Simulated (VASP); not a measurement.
**A VASP 6.6.1 single-point calculation on CaO**

INCAR

```
NBANDS = 15
GGA = PE
SIGMA = 0.02
PREC = Accurate
LASPH = .TRUE.
ISMEAR = -1
ISIF = 2
NELM = 120
LREAL = .FALSE.
ENCUT = 600
NSW = 0
LWAVE = .FALSE.
EDIFF = 1E-7
LCHARG = .FALSE.
IBRION = -1
```

KPOINTS

```
KPOINTS created by Atomic Simulation Environment
0
Gamma
10 10 10
0 0 0
```

POSCAR

```
Ca O
 1.0000000000000000
     0.0000000000000000    2.3735746124000001    2.4095378640999998
     2.3735746124000001    0.0000000000000000    2.4095378640999998
     2.3735746124000001    2.3735746124000001    0.0000000000000000
 Ca  O
   1   1
Cartesian
  0.0000000000000000  0.0000000000000000  0.0000000000000000
  2.3735746124000006  2.3735746124000006  2.4095378640999998
```

The recommended PBE PAW datasets give the neutral cell 16 valence electrons.

Command

```
mpirun -np 1 vasp_std
```

Q: Predict the outcome of this run.

A: It converged. Results: gap between bands v and c on the k mesh 3.60 eV; least direct gap on the k mesh 3.98 eV; pressure 4.9 GPa. Band v is the last that the valence electrons fill when counted band by band, and c is the next.

OSZICAR

```
N       E                     dE             d eps       ncg     rms          rms(c)
DAV:   1     0.134568464469E+03    0.13457E+03   -0.91226E+03  3060   0.122E+03
DAV:   2    -0.871196909875E+01   -0.14328E+03   -0.13359E+03  3832   0.308E+02
DAV:   3    -0.143361059553E+02   -0.56241E+01   -0.55881E+01  3636   0.630E+01
DAV:   4    -0.145002311392E+02   -0.16413E+00   -0.16398E+00  4348   0.935E+00
DAV:   5    -0.145024598828E+02   -0.22287E-02   -0.22287E-02  3575   0.981E-01    0.857E+00
DAV:   6    -0.128592251478E+02    0.16432E+01   -0.50095E+00  3537   0.221E+01    0.353E+00
DAV:   7    -0.127907505733E+02    0.68475E-01   -0.40428E-01  3487   0.666E+00    0.179E+00
DAV:   8    -0.127881614918E+02    0.25891E-02   -0.76431E-02  3964   0.298E+00    0.429E-01
DAV:   9    -0.127864961452E+02    0.16653E-02   -0.48741E-03  3200   0.597E-01    0.109E-01
DAV:  10    -0.127871419395E+02   -0.64579E-03   -0.72536E-04  3781   0.246E-01    0.403E-02
DAV:  11    -0.127871179899E+02    0.23950E-04   -0.54343E-05  3715   0.861E-02    0.803E-03
DAV:  12    -0.127871174508E+02    0.53909E-06   -0.73885E-06  3585   0.261E-02    0.253E-03
DAV:  13    -0.127871175626E+02   -0.11176E-06   -0.28081E-07  3938   0.486E-03    0.329E-04
DAV:  14    -0.127871175626E+02   -0.53888E-10   -0.19853E-08  1866   0.137E-03
   1 F= -.12787118E+02 E0= -.12787118E+02  d E =-.265282E-10
```

Standard output (part)

```
POSCAR found type information on POSCAR CaO
 POSCAR found :  2 types and       2 ions
 LDA part: xc-table for (Slater+PW92), standard interpolation
 POSCAR, INCAR and KPOINTS ok, starting setup
 WAVECAR not read
 entering main loop
```

For comparison, a separate PBE run of the intended cell, on usual settings and not on those above, gives a gap of 3.60 eV on its mesh and a pressure of 5.0 GPa.
